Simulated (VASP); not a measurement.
**LiCl: single point with r2SCAN**

Crystal: LiCl.

```xyz
2
Lattice="0.0046 2.4010 2.3617 2.4012 0.0125 2.3538 2.4152 2.4071 -0.0015" Properties=species:S:1:pos:R:3 pbc="T T T"
Li    2.4267    2.4524    4.6775
Cl    2.3812    2.2859    2.3229
```

The cell was built by a generator and needn't be a form met in nature.

```
Program                : VASP 6.6.1
Task                   : single point
Functional             : r2SCAN
Potentials or basis    : VASP PAW PBE potentials, release 64 (Li_sv, Cl)
Cutoff                 : 520 eV
k mesh                 : 6 × 7 × 6, shifted
Occupations            : fermi-dirac, width 0.1 eV
Spin                   : no spin polarisation
Dipole correction      : no
Further INCAR settings : ALGO = Normal; EDIFF = 1e-06; NBANDS = 12
```

The largest force is 0.433 eV/Å and the band gap on the k mesh is 7.93 eV, indirect (least direct gap 8.28 eV).

Forces in eV/Å, atoms in the order of the input:
```
Li  -0.103 -0.420  0.017
Cl   0.103  0.420 -0.017
```

Levels at points of the mesh, in eV from the valence-band top:
```csv
k point,band 3,band 4,band 5,band 6,band 7,band 8
"(0.08, 0.00, 0.08)",-0.31,-0.19,-0.11,9.18,12.12,12.78
```

Run time: 82 s on 1 thread of Intel(R) Xeon(R) 6975P-C (Granite Rapids), on a shared host, peak memory 0.17 GiB.

Caveat: the PAW data sets were made with another functional, which shifts forces and pressure a little. A k mesh can miss the band edges.
